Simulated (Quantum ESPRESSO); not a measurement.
Crystal: TaN.

```xyz
2
Lattice="2.9380 0.0000 0.0000 -1.4690 2.5444 0.0000 0.0000 0.0000 2.8830" Properties=species:S:1:pos:R:3 pbc="T T T"
Ta    0.0000    0.0000    1.4415
N     1.4690    0.8481    0.0000
```

Base run:

| Property | Result |
| --- | --- |
| Program | Quantum ESPRESSO 7.5 |
| Functional | PBEsol |
| Potentials or basis | GBRV 1.5 PBEsol |
| Cutoff | 762 eV |
| Density cutoff | 6095 eV |
| k mesh | 10 × 10 × 9 |
| Occupations | fermi-dirac, width 0.05 eV |
| Spin | no spin polarisation |
| Hubbard terms | Ta d U = 8 eV |

Its results: band gap on the k mesh none (metal or under the smearing width); pressure 4.5 GPa.

Q: The run is repeated on the same cell with these changes: hubbard terms from Ta d U = 8 eV to none. What comes out?

A: Band gap on the k mesh none (metal or under the smearing width); pressure -4.7 GPa.

Caveats: U without spin polarisation on a metal has little footing (some runs).
